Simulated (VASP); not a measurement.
A run of VASP 6.6.1:

INCAR

```
PREC = Accurate
ENCUT = 520
EDIFF = 1E-8
ISMEAR = -1
SIGMA = 0.08
LREAL = False
LASPH = True
NELM = 150
ALGO = Normal
ISIF = 2
LWAVE = False
LCHARG = False
ISPIN = 2
MAGMOM = 7 0
LORBIT = 11
LMAXMIX = 6
GGA = PS
LEFG = True
NBANDS = 22
```

File KPOINTS:

```
regular mesh
0
Gamma
  10 10 10
```

Contents of POSCAR:

```
EuS
1.0
    0.0000000000      2.9242242605      2.9242242605
    2.9242242605      0.0000000000      2.9242242605
    2.9242242605      2.9242242605      0.0000000000
Eu S
1 1
Direct
    0.0000000000      0.0000000000      0.0000000000
    0.5000000000      0.5000000000      0.5000000000
```

Potentials or basis: VASP PAW PBE potentials, release 64 (Eu, S).

Launch:

```bash
$ cat potpaw_PBE.64/Eu/POTCAR potpaw_PBE.64/S/POTCAR > POTCAR
$ mpirun -np 1 vasp_std > vasp.out
```

Hardware: 1 thread of Intel(R) Xeon(R) Platinum 8259CL CPU @ 2.50GHz (Skylake/Cascade Lake), with other jobs on the host.

Q: How long does it take, and how much memory?

A: Run time: 3 min on 1 thread of Intel(R) Xeon(R) Platinum 8259CL CPU @ 2.50GHz (Skylake/Cascade Lake) (shared host), peak memory 0.26 GiB. Counts: scf iterations 20, k points 47.
